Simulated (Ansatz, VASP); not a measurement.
One calculation of BN (Qingsongite), two programs

```
B N
1.0
     0.00000    1.80750    1.80750
     1.80750    0.00000    1.80750
     1.80750    1.80750    0.00000
B N
1 1
Direct
  0.00000 0.00000 0.00000
  0.25000 0.25000 0.25000
```

Alike in both runs: task single point; functional PBEsol; k mesh 6 × 6 × 6; no spin polarisation.

```csv
,VASP,Ansatz
version,VASP 6.6.1,Ansatz 0.2.0
potentials or method,"VASP PAW PBE potentials, release 64 (B, N)","plane waves, PAW"
plane-wave cutoff (eV),520,476
occupations,"gaussian, width 0.01 eV",fixed
valence electrons in the cell,8,8
```

|  | VASP | Ansatz | Ansatz less VASP |
| --- | --- | --- | --- |
| gap on the k mesh at the Fermi level (eV) | 4.27 | 4.29 | +0.012 |

Caveats: the k mesh is coarse (spacing up to 0.50 Å⁻¹), so the values aren't converged. A k mesh can miss the band edges. Expect the measured gap to be larger: semilocal functionals such as PBEsol lack the derivative discontinuity.
